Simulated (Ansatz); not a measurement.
Crystal: CuO.

```
Cu O
1.0
     3.17953    0.00000    0.00000
    -1.58977    2.75356    0.00000
     0.00000    0.00000    4.43149
Cu O
2 2
Direct
  0.00000 0.00000 0.00000
  0.00000 0.00000 0.50000
  0.33333 0.66667 0.25000
  0.66667 0.33333 0.75000
```

Measurements of this composition are mostly on another form, of space group No. 15.

Base run:

* Program: Ansatz 0.2.0
* Functional: LDA
* Potentials or basis: Ansatz PAW
* Cutoff: 420 eV
* Density cutoff: 1680 eV
* k mesh: 10 × 10 × 6
* Occupations: fermi-dirac, width 0.05 eV
* Spin: no spin polarisation
* Hubbard terms: Cu d U = 5 eV

Its results: band gap on the k mesh none (metal or under the smearing width); pressure -7.2 GPa.

Question: The run is repeated on the same cell with these changes: hubbard terms from Cu d U = 5 eV to Cu d U = 2 eV. What comes out?

Answer: Band gap on the k mesh none (metal or under the smearing width); pressure -9.1 GPa.

Caveats: the run has no spin polarisation, though such a crystal can be magnetic; U without spin polarisation on a metal has little footing; the PAW data sets come from PBE, with cores solved anew for the run's functional, which leaves a small shift of forces and pressure.

Not every run made on this cell is shown here.
